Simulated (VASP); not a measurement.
Write the native input for VASP 6.6.1 that does the following.

* Task: relaxation of cell and atoms
* Functional: BLYP
* Potentials or basis: VASP PAW PBE potentials, release 64 (Eu, S)
* Cutoff: 600 eV
* k mesh: 8 × 8 × 8
* Occupations: fermi-dirac, width 0.05 eV
* Spin: collinear spin, ferromagnetic start
* Starting moments: [7.0, 0.0] μB
* Further INCAR settings: ALGO = Normal; EDIFF = 1e-06; IBRION = 2; EDIFFG = -0.02; NSW = 60; ISIF = 3

The structure of EuS lies in POSCAR:

```
EuS
1.0
    0.0000000000      2.9785000000      2.9785000000
    2.9785000000      0.0000000000      2.9785000000
    2.9785000000      2.9785000000      0.0000000000
Eu S
1 1
Direct
    0.0000000000      0.0000000000      0.0000000000
    0.5000000000      0.5000000000      0.5000000000
```

The input as run:

INCAR

```
SYSTEM = EuS
PREC = Accurate
ENCUT = 600
EDIFF = 1E-6
ISMEAR = -1
SIGMA = 0.05
LREAL = .False.
LASPH = .True.
NELM = 100
ALGO = Normal
ISIF = 3
LWAVE = .False.
LCHARG = .False.
ISPIN = 2
MAGMOM = 7 0
LORBIT = 11
LMAXMIX = 6
GGA = B5
ALDAX = 1.0
AGGAX = 1.0
AGGAC = 1.0
ALDAC = 0.0
IBRION = 2
NSW = 60
EDIFFG = -0.02
```

KPOINTS

```
Automatic mesh
0
Gamma
  8 8 8
  0 0 0
```

Potentials or basis: VASP PAW PBE potentials, release 64 (Eu, S).

Run with:

```bash
$ cat potpaw_PBE.64/Eu/POTCAR potpaw_PBE.64/S/POTCAR > POTCAR
$ mpirun -np 1 vasp_std > vasp.out
```

Results of the run:

- Relaxed volume: 26.77 Å³/atom
- Relaxed cell: a = 4.230 Å, b = 4.230 Å, c = 4.230 Å, α = 60.00°, β = 60.00°, γ = 60.00°
- Space group after relaxing (to 0.05 Å): Fm-3m (No. 225)
- Energy gained by relaxing: 0.6 meV/atom
- Ionic steps: 2
- Pressure after relaxing: 0.0 GPa
- Band gap on the k mesh: none (metal or under the smearing width)
- Net moment: 6.98 μB per cell
- Site moments: Eu +6.62; S -0.05 μB
- Valence electrons inside the program's atomic spheres: Eu 14.75; S 3.78

Caveat: the PAW data sets were made with another functional, which shifts forces and pressure a little; spin-orbit coupling is left out, which moves the levels of the heavy elements; a cell with one magnetic atom can't hold antiferromagnetic order, which such compounds often take; without U or exact exchange the open f shell lies at the Fermi level, which spoils levels, moments and volumes.

Wall time 2.6 min on 1 thread of AMD EPYC 9R45 (Zen 5), with other jobs on the host, peak memory 0.26 GiB.
